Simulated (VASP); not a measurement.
# I (C2/m) in VASP: a series of runs

The runs below take I through single point, with r2SCAN.

Everything below comes from runs of VASP 6.6.1. Logs are shortened: lines on timing, memory, paths and dates and some standing lists are left out, and cuts for length are marked.

**1. Starting point**

It takes space group C2/m (No. 12, monoclinic). Conventional cell: a = 5.077 Å, b = 7.413 Å, c = 2.880 Å, α = 90.00°, β = 124.24°, γ = 90.00°. Around I (site symmetry 2/m) lie 2 I at 2.88 Å.

**2. Single point, r2SCAN**

INCAR

```
PREC     = Accurate       # precision mode
ENCUT    = 400            # plane-wave cutoff, eV
EDIFF    = 1E-6           # SCF threshold, eV
ISMEAR   = 0              # smearing method
SIGMA    = 0.05           # smearing width, eV
LREAL    = F              # projectors in reciprocal space
LASPH    = T              # aspherical terms in the spheres
NELM     = 100            # most SCF steps
ALGO     = Normal         # electronic algorithm
ISIF     = 2              # what is computed and relaxed
LWAVE    = F              # write WAVECAR
LCHARG   = F              # write CHGCAR
METAGGA  = R2SCAN         # meta-GGA
LMIXTAU  = T            
NBANDS   = 10             # bands
ADDGRID  = F
```

KPOINTS

```
Automatic mesh
0
Gamma
  5 5 8
```

POSCAR

```
I
1.0
    2.5383465792     -3.7066249365      0.0000000000
    2.5383465792      3.7066249365      0.0000000000
   -1.6208748370      0.0000000000      2.3810977968
I
1
Direct
    0.5000000000      0.5000000000      0.5000000000
```

Potentials or basis: VASP PAW PBE potentials, release 64 (I).

Launch:

```console
> cat potpaw_PBE.64/I/POTCAR > POTCAR
> mpirun -np 1 vasp_std > vasp.out
```

OUTCAR:

```text
PREC = Accurate
   ENCUT = 400
   EDIFF = 1E-6
   ISMEAR = 0
   LREAL = F
   LASPH = T
   NELM = 100
   ISIF = 2
   METAGGA = R2SCAN

 Found     63 irreducible k-points:

 Following reciprocal coordinates:
            Coordinates               Weight
  0.000000  0.000000  0.000000      1.000000
  0.200000 -0.000000 -0.000000      4.000000
  0.400000 -0.000000  0.000000      4.000000
  0.200000  0.200000 -0.000000      2.000000
  0.400000  0.200000 -0.000000      4.000000
 -0.400000  0.200000 -0.000000      4.000000
   k-points           NKPTS =     63   k-points in BZ     NKDIM =     63   number of bands    NBANDS=     10
   number of dos      NEDOS =    301   number of ions     NIONS =      1
   total plane-waves  NPLWV =  18000
   dimension x,y,z NGX =    30 NGY =   30 NGZ =   20
   dimension x,y,z NGXF=    60 NGYF=   60 NGZF=   40
   ions per type =               1
   NGX,Y,Z   is equivalent  to a cutoff of  11.10, 11.10, 11.54 a.u.
   NGXF,Y,Z  is equivalent  to a cutoff of  22.20, 22.20, 23.09 a.u.
 SYSTEM =  unknown system
   PREC   = accura    normal or accurate (medium, high low for compatibility)
   ISTART =      0    job   : 0-new  1-cont  2-samecut
   ICHARG =      2    charge: 1-file 2-atom 10-const
   ISPIN  =      1    spin polarized calculation?
   LNONCOLLINEAR =      F non collinear calculations
   LSORBIT =      F    spin-orbit coupling
   LASPH  =      T    aspherical Exc in radial PAW
   ENCUT  =  400.0 eV  29.40 Ry    5.42 a.u.   7.33  7.33  4.70*2*pi/ulx,y,z
   NELM   =    100;   NELMIN=  2; NELMDL= -5     # of ELM steps
   EDIFF  = 0.1E-05   stopping-criterion for ELM
[... 18 lines left out ...]
     AMIX     =   0.40;   BMIX     =  1.00
     AMIX_MAG =   1.60;   BMIX_MAG =  1.00
  volume/ion in A,a.u.               =      44.81       302.37
  Fermi-wavevector in a.u.,A,eV,Ry     =   0.881716  1.666201 10.577477  0.777423
  Thomas-Fermi vector in A             =   2.002249
   LORBIT       =      0    0 simple, 1 ext, 2 COOP (PROOUT), +10 PAW based schemes
   METAGGA = R2SCAN    functional components
[... 5 lines left out ...]
 non-spin polarized calculation
 Gauss-broadening in eV      SIGMA  =   0.05
  energy-cutoff  :      400.00
  volume of cell :       44.81
 maximum number of plane-waves:       828
 NGX is ok and might be reduce to    30
   NGX = 15   NGY = 15   NGZ =  9

 number of electron       7.0000000 magnetization

 Free energy of the ion-electron system (eV)
  ---------------------------------------------------
  ext. energy  EPLUGINS =         0.00000000
  ---------------------------------------------------
  free energy    TOTEN  =       -24.49126688 eV

  energy without entropy =      -24.48902956  energy(sigma->0) =      -24.49014822

 E-fermi :   1.6443     XC(G=0):  -8.1527

 val. band max:        1.6355856822   @ k =  -0.2000  -0.2000   0.3750
 cond. band min:       1.6562178265   @ k =  -0.2000   0.2000   0.5000
 fundamental gap:      0.0206321442
 Fermi energy:         1.6443216645

 k-point     1 :       0.0000    0.0000    0.0000
  band No.  band energies     occupation
      1     -12.1238      2.00000
      2       0.2557      2.00000
      3       0.2631      2.00000
      4       6.2742      0.00000
      5       6.7312      0.00000
      6      10.2288      0.00000
      7      10.5561      0.00000
      8      13.1787      0.00000
      9      13.4492      0.00000
     10      18.7515      0.00000

 k-point     2 :       0.2000   -0.0000   -0.0000
  band No.  band energies     occupation
      1     -12.0238      2.00000
      2      -0.6110      2.00000
      3       0.0719      2.00000
      4       6.2802      0.00000
      5       7.8291      0.00000
      6       9.6153      0.00000
      7      11.3235      0.00000
      8      13.4493      0.00000
      9      15.8179      0.00000
     10      19.0995      0.00000

 k-point     3 :       0.4000   -0.0000    0.0000
  band No.  band energies     occupation
      1     -11.8514      2.00000
      2      -1.6864      2.00000
      3      -0.1987      2.00000
      4       6.2903      0.00000
      5       7.5297      0.00000
      6      11.9998      0.00000
      7      13.4230      0.00000
      8      13.9867      0.00000
      9      17.9980      0.00000
     10      18.6320      0.00000

 k-point     4 :       0.2000    0.2000   -0.0000
  band No.  band energies     occupation
      1     -11.8825      2.00000
      2      -1.3903      2.00000
      3      -0.3496      2.00000
      4       6.3136      0.00000
      5       8.9750      0.00000
      6       9.3130      0.00000
      7      13.2868      0.00000
      8      14.1842      0.00000
      9      18.1097      0.00000
     10      19.0382      0.00000

 k-point     5 :       0.4000    0.2000   -0.0000
  band No.  band energies     occupation
      1     -11.8012      2.00000
      2      -1.6461      2.00000
      3      -0.7599      2.00000
      4       6.2528      0.00000
      5       8.7297      0.00000
      6      11.5746      0.00000
      7      12.6975      0.00000
      8      14.9466      0.00000
      9      17.2503      0.00000
     10      18.9815      0.00000

 k-point     6 :      -0.4000    0.2000   -0.0000
  band No.  band energies     occupation
      1     -11.8989      2.00000
      2      -1.2561      2.00000
      3      -0.4228      2.00000
      4       6.1835      0.00000
      5       9.0888      0.00000
      6       9.3437      0.00000
      7      12.9241      0.00000
      8      14.0365      0.00000
      9      17.8645      0.00000
     10      18.7600      0.00000

 [... further k-points ...]
[... 5 lines left out ...]
  --------------------------------------------------------------------------------------
  -------------------------------------------------------------------------------------
  Total        0.1111077      0.0596516      0.6778976      0.0000000      0.0000000     -0.7695429
  in kB        3.9729942      2.1330232     24.2402941      0.0000000      0.0000000    -27.5173502
  external PRESSURE =      10.1154372 kB  Pullay stress =       0.0000000 kB

 VOLUME and BASIS-vectors are now :
 -----------------------------------------------------------------------------
  energy-cutoff  :      400.00
  volume of cell :       44.81
      direct lattice vectors                 reciprocal lattice vectors
     2.538346579 -3.706624936  0.000000000     0.196978618 -0.134893605  0.134088438
     2.538346579  3.706624936  0.000000000     0.196978618  0.134893605  0.134088438
    -1.620874837  0.000000000  2.381097797     0.000000000  0.000000000  0.419974350

 POSITION                                       TOTAL-FORCE (eV/Angst)
 -----------------------------------------------------------------------------------
      1.72791      0.00000      1.19055         0.000000      0.000000      0.000000
 -----------------------------------------------------------------------------------
    total drift:                                0.000000      0.000000      0.000000

  FREE ENERGIE OF THE ION-ELECTRON SYSTEM (eV)
  ---------------------------------------------------
  free  energy   TOTEN  =       -24.4912668775 eV

  energy  without entropy=      -24.4890295582  energy(sigma->0) =      -24.49014822
```

It took 74 s on 1 thread of Intel Xeon Platinum 8375C at 2.90GHz (Ice Lake), shared host; peak memory 0.16 GiB.

The run converged, but some of its settings lie outside the range that counts as converged, so its numbers aren't taken as properties of the crystal.

Results:

```yaml
Free_energy: -24.4913 eV
Pressure: 1.0 GPa
Band_gap_on_the_k_mesh: none (metal or under the smearing width)
```

Caveat: the PAW data sets were made with another functional, which shifts forces and pressure a little; an odd number of electrons without spin polarisation forces a metal; a magnetic or distorted state may lie lower.

**3. Single point, r2SCAN**

Edit INCAR of step 2 so:

```diff
@@ -1,3 +1,3 @@
 PREC     = Accurate       # precision mode
-ENCUT    = 400            # plane-wave cutoff, eV
+ENCUT    = 460            # plane-wave cutoff, eV
 EDIFF    = 1E-6           # SCF threshold, eV
```

KPOINTS

```
Automatic mesh
0
Gamma
  5 5 7
```

POSCAR is that of step 2.

Potentials or basis: VASP PAW PBE potentials, release 64 (I).

Launch:

```console
> cat potpaw_PBE.64/I/POTCAR > POTCAR
> mpirun -np 1 vasp_std > vasp.out
```

Wall time 38 s (1 thread of Intel Xeon Platinum 8375C at 2.90GHz (Ice Lake), shared host); peak memory 0.16 GiB.

The run converged, but some of its settings lie outside the range that counts as converged, so its numbers aren't taken as properties of the crystal.

What came out:

```
Free energy            : -24.5259 eV
Pressure               : 0.3 GPa
Band gap on the k mesh : none (metal or under the smearing width)
```

Caveat: the k mesh is coarse (spacing up to 0.38 Å⁻¹), so the values aren't converged; the PAW data sets were made with another functional, which shifts forces and pressure a little; an odd number of electrons without spin polarisation forces a metal; a magnetic or distorted state may lie lower.

**4. Single point, r2SCAN**

INCAR is that of step 3.

KPOINTS

```
Automatic mesh
0
Gamma
  5 5 8
```

POSCAR is that of step 3.

Launch:

```console
> cat potpaw_PBE.64/I/POTCAR > POTCAR
> mpirun -np 1 vasp_std > vasp.out
```

Wall time 40 s (1 thread of Intel Xeon Platinum 8375C at 2.90GHz (Ice Lake), shared host); peak memory 0.17 GiB.

The run converged, but some of its settings lie outside the range that counts as converged, so its numbers aren't taken as properties of the crystal.

Results:

| Item | Value |
| --- | --- |
| Free energy | -24.4918 eV |
| Pressure | 1.0 GPa |
| Band gap on the k mesh | none (metal or under the smearing width) |

Caveat: the PAW data sets were made with another functional, which shifts forces and pressure a little; an odd number of electrons without spin polarisation forces a metal; a magnetic or distorted state may lie lower.

**5. Single point, r2SCAN**

Edit INCAR of step 4 so:

```diff
@@ -4,3 +4,3 @@
 ISMEAR   = 0              # smearing method
-SIGMA    = 0.05           # smearing width, eV
+SIGMA    = 0.5            # smearing width, eV
 LREAL    = F              # projectors in reciprocal space
```

KPOINTS is that of step 4.

POSCAR is that of step 4.

Launch:

```console
> cat potpaw_PBE.64/I/POTCAR > POTCAR
> mpirun -np 1 vasp_std > vasp.out
```

Wall time 47 s (1 thread of Intel Xeon Platinum 8375C at 2.90GHz (Ice Lake), shared host); peak memory 0.17 GiB.

These settings aren't checked as converged: the numbers below hold their error.

Results:

```yaml
Free_energy: -24.5437 eV
Pressure: 1.2 GPa
Band_gap_on_the_k_mesh: none (metal or under the smearing width)
```

Caveat: the PAW data sets were made with another functional, which shifts forces and pressure a little; an odd number of electrons without spin polarisation forces a metal; a magnetic or distorted state may lie lower.

**6. Single point, r2SCAN**

Edit INCAR of step 5 so:

```diff
@@ -4,3 +4,3 @@
 ISMEAR   = 0              # smearing method
-SIGMA    = 0.5            # smearing width, eV
+SIGMA    = 0.2            # smearing width, eV
 LREAL    = F              # projectors in reciprocal space
```

KPOINTS is that of step 5.

POSCAR is that of step 5.

Potentials or basis: VASP PAW PBE potentials, release 64 (I).

Launch:

```console
> cat potpaw_PBE.64/I/POTCAR > POTCAR
> mpirun -np 1 vasp_std > vasp.out
```

It took 40 s on 1 thread of Intel Xeon Platinum 8375C at 2.90GHz (Ice Lake), shared host; peak memory 0.17 GiB.

The run converged, but some of its settings lie outside the range that counts as converged, so its numbers aren't taken as properties of the crystal.

What came out:

```
Free energy            : -24.5025 eV
Pressure               : 1.1 GPa
Band gap on the k mesh : none (metal or under the smearing width)
```

Caveat: the PAW data sets were made with another functional, which shifts forces and pressure a little; an odd number of electrons without spin polarisation forces a metal; a magnetic or distorted state may lie lower.

**7. The reference run**

An earlier run on the cell as given: functional PBE; potentials or basis VASP PAW PBE potentials, release 64 (I); cutoff 520 eV; k mesh 7 × 7 × 11; occupations fermi-dirac, width 0.05 eV; no spin polarisation.

- Pressure: 1.1 GPa
- Band gap on the k mesh: none (metal or under the smearing width)
